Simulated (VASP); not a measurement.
# ZnS (F-43m) in VASP: a series of runs

Runs on ZnS. Level: PBE. Tasks: relaxation of cell and atoms.

Program: VASP 6.6.1. These are calculated values, not measurements. Logs are shortened: lines on timing, memory, paths and dates and some standing lists are left out, and cuts for length are marked.

## (1) The crystal as given

It takes space group F-43m (No. 216, cubic). The conventional cell has a = 5.404 Å, b = 5.404 Å, c = 5.404 Å, α = 90.00°, β = 90.00°, γ = 90.00°. Zn (site symmetry -43m) has 4 S at 2.34 Å as nearest neighbours. S (site symmetry -43m) has 4 Zn at 2.34 Å as nearest neighbours.

## (2) Relaxation of cell and atoms, PBE

INCAR reads:

```
PREC = Accurate
ENCUT = 520
EDIFF = 1E-7
ISMEAR = 0
SIGMA = 0.02
LREAL = F
LASPH = T
NELM = 60
ALGO = Fast
ISIF = 3
LWAVE = F
LCHARG = F
GGA = PE
IBRION = 2
NSW = 80
EDIFFG = -0.002
KPAR = 4
```

KPOINTS reads:

```
regular mesh
0
Gamma
  10 10 10
```

POSCAR reads:

```
ZnS
1.0
    0.0000000000      2.7020000000      2.7020000000
    2.7020000000      0.0000000000      2.7020000000
    2.7020000000      2.7020000000      0.0000000000
Zn S
1 1
Direct
    0.2500000000      0.2500000000      0.2500000000
    0.0000000000      0.0000000000      0.0000000000
```

Potentials or basis: VASP PAW PBE potentials, release 64 (Zn, S).

Launch:

```bash
cat potpaw_PBE.64/Zn/POTCAR potpaw_PBE.64/S/POTCAR > POTCAR
mpirun -np 4 vasp_std > vasp.out
```

OUTCAR:

```text
PREC = Accurate
   ENCUT = 520
   EDIFF = 1E-7
   ISMEAR = 0
   LREAL = F
   LASPH = T
   NELM = 60
   ISIF = 3
   GGA = PE
   IBRION = 2
   NSW = 80
   EDIFFG = -0.002

 ion  position               nearest neighbor table
   1  0.250  0.250  0.250-   2 2.34   2 2.34   2 2.34   2 2.34
   2  0.000  0.000  0.000-   1 2.34   1 2.34   1 2.34   1 2.34

  LATTYP: Found a face centered cubic cell.
 ALAT       =     5.4040000000

  Lattice vectors:

 A1 = (   0.0000000000,   2.7020000000,   2.7020000000)
 A2 = (   2.7020000000,   0.0000000000,   2.7020000000)
 A3 = (   2.7020000000,   2.7020000000,   0.0000000000)

Analysis of symmetry for initial positions (statically):
=====================================================================
 Subroutine PRICEL returns:
 Original cell was already a primitive cell.

 Routine SETGRP: Setting up the symmetry group for a
 face centered cubic supercell.

 Subroutine GETGRP returns: Found 24 space group operations
 (whereof 24 operations were pure point group operations)
 out of a pool of 48 trial point group operations.

The static configuration has the point symmetry T_d .

Analysis of symmetry for dynamics (positions and initial velocities):
=====================================================================
 Subroutine PRICEL returns:
 Original cell was already a primitive cell.

 Routine SETGRP: Setting up the symmetry group for a
 face centered cubic supercell.

 Subroutine GETGRP returns: Found 24 space group operations
 (whereof 24 operations were pure point group operations)
 out of a pool of 48 trial point group operations.

The dynamic configuration has the point symmetry T_d .

 Subroutine INISYM returns: Found 24 space group operations
 (whereof 24 operations are pure point group operations),
 and found     1 'primitive' translations

----------------------------------------------------------------------------------------

                                     Primitive cell

  volume of cell :      39.4535

  direct lattice vectors                    reciprocal lattice vectors
     0.000000000  2.702000000  2.702000000    -0.185048113  0.185048113  0.185048113
     2.702000000  0.000000000  2.702000000     0.185048113 -0.185048113  0.185048113
     2.702000000  2.702000000  0.000000000     0.185048113  0.185048113 -0.185048113

  length of vectors
     3.821205046  3.821205046  3.821205046     0.320512733  0.320512733  0.320512733

  position of ions in fractional coordinates (direct lattice)
     0.250000000  0.250000000  0.250000000
     0.000000000  0.000000000  0.000000000

  ion indices of the primitive-cell ions
   primitive index   ion index
                 1           1
                 2           2

----------------------------------------------------------------------------------------

 KPOINTS: regular mesh

Automatic generation of k-mesh.
 Grid dimensions read from file:
 generate k-points for:   10   10   10

 Generating k-lattice:

  Cartesian coordinates                     Fractional coordinates (reciprocal lattice)
    -0.018504811  0.018504811  0.018504811     0.100000000  0.000000000  0.000000000
     0.018504811 -0.018504811  0.018504811     0.000000000  0.100000000  0.000000000
     0.018504811  0.018504811 -0.018504811     0.000000000  0.000000000  0.100000000

  Length of vectors
     0.032051273  0.032051273  0.032051273

  Shift w.r.t. Gamma in fractional coordinates (k-lattice)
     0.000000000  0.000000000  0.000000000

 Subroutine IBZKPT returns following result:
 ===========================================

 Found     47 irreducible k-points:

 Following reciprocal coordinates:
            Coordinates               Weight
  0.000000  0.000000  0.000000      1.000000
  0.100000  0.000000  0.000000      8.000000
  0.200000  0.000000  0.000000      8.000000
  0.300000  0.000000  0.000000      8.000000
  0.400000  0.000000  0.000000      8.000000
  0.500000  0.000000  0.000000      4.000000
[... 16 lines left out ...]
  0.300000  0.300000  0.000000      6.000000
  0.400000  0.300000  0.000000     24.000000
 [... further k-points ...]
   k-points           NKPTS =     47   k-points in BZ     NKDIM =     47   number of bands    NBANDS=     13
   number of dos      NEDOS =    301   number of ions     NIONS =      2
   total plane-waves  NPLWV =  21952
   dimension x,y,z NGX =    28 NGY =   28 NGZ =   28
   dimension x,y,z NGXF=    56 NGYF=   56 NGZF=   56
   ions per type =               1   1
   NGX,Y,Z   is equivalent  to a cutoff of  12.18, 12.18, 12.18 a.u.
   NGXF,Y,Z  is equivalent  to a cutoff of  24.36, 24.36, 24.36 a.u.
 SYSTEM =  unknown system
   PREC   = accura    normal or accurate (medium, high low for compatibility)
   ISTART =      0    job   : 0-new  1-cont  2-samecut
   ICHARG =      2    charge: 1-file 2-atom 10-const
   ISPIN  =      1    spin polarized calculation?
   LNONCOLLINEAR =      F non collinear calculations
   LSORBIT =      F    spin-orbit coupling
   LASPH  =      T    aspherical Exc in radial PAW
   ENCUT  =  520.0 eV  38.22 Ry    6.18 a.u.   7.10  7.10  7.10*2*pi/ulx,y,z
   NELM   =     60;   NELMIN=  2; NELMDL= -5     # of ELM steps
   EDIFF  = 0.1E-06   stopping-criterion for ELM
   LREAL  =      F    real-space projection
   EDIFFG = -.2E-02   stopping-criterion for IOM
   NSW    =     80    number of steps for IOM
   IBRION =      2    ionic relax: 0-MD 1-quasi-New 2-CG
   NFREE  =      1    steps in history (QN), initial steepest desc. (CG)
   ISIF   =      3    stress and relaxation
   ISYM   =      2    0-nonsym 1-usesym 2-fastsym
   POTIM  = 0.5000    time-step for ionic-motion
   TEBEG  =    0.0;   TEEND  =   0.0 temperature during run
   PSTRESS=    0.0 pullay stress
   NELECT =      18.0000    total number of electrons
   NUPDOWN=      -1.0000    fix difference up-down
   EMIN   =  10.00;   EMAX   =-10.00  energy-range for DOS
   EFERMI =   0.00;   METHOD = LEGACY
   ISMEAR =     0;   SIGMA  =   0.02  broadening in eV -4-tet -1-fermi 0-gaus
   EFERMI_NEDOS =   21; number of points for ismear=-14 and -15
   IALGO  =     68    algorithm
   IMIX   =      4    mixing-type and parameters
     AMIX     =   0.40;   BMIX     =  1.00
     AMIX_MAG =   1.60;   BMIX_MAG =  1.00
  volume/ion in A,a.u.               =      19.73       133.12
  Fermi-wavevector in a.u.,A,eV,Ry     =   1.260290  2.381602 21.610537  1.588330
  Thomas-Fermi vector in A             =   2.393807
   LORBIT       =      0    0 simple, 1 ext, 2 COOP (PROOUT), +10 PAW based schemes
   GGA     = PE    functional components
   LHFCALC =     F    Hartree Fock is set to
   AEXX    =    0.0000 exact exchange contribution
   IVDW    =     0    specifies the selected vdW correction
   LEPSILON=     F    determine dielectric tensor
   LRPA    =     F    only Hartree local field effects (RPA)
 conjugate gradient relaxation of ions
 non-spin polarized calculation
 RMM-DIIS sequential band-by-band and
 Gauss-broadening in eV      SIGMA  =   0.02
  energy-cutoff  :      520.00
  volume of cell :       39.45
 maximum number of plane-waves:      1073
   NGX = 15   NGY = 15   NGZ = 15

--------------------------------------- Ionic step        1  -------------------------------------------

 number of electron      18.0000000 magnetization

 Free energy of the ion-electron system (eV)
  ---------------------------------------------------
  ext. energy  EPLUGINS =         0.00000000
  ---------------------------------------------------
  free energy    TOTEN  =        -6.84732053 eV

  energy without entropy =       -6.84732053  energy(sigma->0) =       -6.84732053

------------------------ aborting loop because EDIFF is reached ----------------------------------------

  FORCE on cell =-STRESS in cart. coord.  units (eV):
  Direction    XX          YY          ZZ          XY          YZ          ZX
  --------------------------------------------------------------------------------------
  -------------------------------------------------------------------------------------
  Total        0.4360241      0.4360241      0.4360241     -0.0000000      0.0000000      0.0000000
  in kB       17.7065928     17.7065928     17.7065928     -0.0000000      0.0000000      0.0000000
  external PRESSURE =      17.7065928 kB  Pullay stress =       0.0000000 kB
[... 165 lines left out ...]
  energy  without entropy=       -6.8524176496  energy(sigma->0) =       -6.85241765

--------------------------------------- Ionic step        6  -------------------------------------------

 number of electron      17.9999987 magnetization

 Free energy of the ion-electron system (eV)
  ---------------------------------------------------
  ext. energy  EPLUGINS =         0.00000000
  ---------------------------------------------------
  free energy    TOTEN  =        -6.85241777 eV

  energy without entropy =       -6.85241777  energy(sigma->0) =       -6.85241777

 E-fermi :   2.0344     XC(G=0):  -9.5179

 val. band max:        1.8865783942   @ k =   0.0000   0.0000   0.0000
 cond. band min:       3.8970126831   @ k =   0.0000   0.0000   0.0000
 fundamental gap:      2.0104342889
 Fermi energy:         2.0343837379

 k-point     1 :       0.0000    0.0000    0.0000
  band No.  band energies     occupation
      1     -11.0899      2.00000
      2      -4.3599      2.00000
      3      -4.3599      2.00000
      4      -4.3599      2.00000
      5      -3.8896      2.00000
      6      -3.8896      2.00000
      7       1.8866      2.00000
      8       1.8866      2.00000
      9       1.8866      2.00000
     10       3.8970      0.00000
     11       8.2983      0.00000
     12       8.2983      0.00000
     13       8.2983      0.00000
[... 353 lines left out ...]
 k-point    24 :       0.4000    0.3000    0.0000
  band No.  band energies     occupation
      1     -10.1750      2.00000
      2      -4.3595      2.00000
      3      -4.1272      2.00000
      4      -4.1175      2.00000
      5      -3.8629      2.00000
      6      -3.8362      2.00000
      7      -1.8003      2.00000
      8      -0.0198      2.00000
      9       0.1825      2.00000
     10       5.9852      0.00000
     11       6.5523      0.00000
     12      10.5994      0.00000
     13      11.5445      0.00000

 [... further k-points ...]

------------------------ aborting loop because EDIFF is reached ----------------------------------------

  FORCE on cell =-STRESS in cart. coord.  units (eV):
  Direction    XX          YY          ZZ          XY          YZ          ZX
  --------------------------------------------------------------------------------------
  -------------------------------------------------------------------------------------
  Total        0.0001592      0.0001592      0.0001592     -0.0000000     -0.0000000      0.0000000
  in kB        0.0063108      0.0063108      0.0063108     -0.0000000     -0.0000000      0.0000000
  external PRESSURE =       0.0063108 kB  Pullay stress =       0.0000000 kB
[... 17 lines left out ...]
  FREE ENERGIE OF THE ION-ELECTRON SYSTEM (eV)
  ---------------------------------------------------
  free  energy   TOTEN  =        -6.8524177666 eV

  energy  without entropy=       -6.8524177666  energy(sigma->0) =       -6.85241777

 reached required accuracy - stopping structural energy minimisation
```

Wall time 17 s (4 MPI ranks of Intel Xeon 6975P-C (Granite Rapids), shared host); peak memory 0.16 GiB.

What came out:

```
Free energy                            : -6.8524 eV
Relaxed volume                         : 20.20 Å³/atom
Relaxed cell                           : a = 3.852 Å, b = 3.852 Å, c = 3.852 Å, α = 60.00°, β = 60.00°, γ = 60.00°
Space group after relaxing (to 0.05 Å) : F-43m (No. 216)
Energy gained by relaxing              : 2.5 meV/atom
Ionic steps                            : 6
Pressure after relaxing                : 0.0 GPa
Band gap on the k mesh                 : 2.01 eV, direct
```

The path:
```
step  energy change (eV)  largest force (eV/Å)  pressure (GPa)  volume (Å³)
   1              0.0000                0.0000            1.77        39.45
   2             -0.0046                0.0000           -0.51        40.71
   3             -0.0051                0.0000            0.03        40.40
   4             -0.0051                0.0000           -0.03        40.42
   5             -0.0051                0.0000            0.02        40.40
   6             -0.0051                0.0000            0.00        40.41
```

Final structure:
```
CELL_PARAMETERS angstrom
0.00000 2.72363 2.72363
2.72363 0.00000 2.72363
2.72363 2.72363 0.00000
ATOMIC_POSITIONS crystal
Zn 0.25000 0.25000 0.25000
S 0.00000 0.00000 0.00000
```

Levels at points of the mesh, in eV from the valence-band top:
```
           k point  band 6  band 7  band 8  band 9  band 10  band 11  band 12  band 13
(0.00, 0.00, 0.00)   -5.78    0.00    0.00    0.00     2.01     6.41     6.41     6.41
(0.50, 0.00, 0.00)   -5.58   -5.14   -0.83   -0.83     3.26     6.94     6.94     8.79
(0.50, 0.50, 0.00)   -5.57   -4.46   -2.13   -2.13     3.46     4.07    10.81    11.81
```

PBE gaps usually lie below the measured ones, often by a third to a half. PBE usually gives volumes a little too large and moduli too small.

(Part 1 of 2 ends here.)
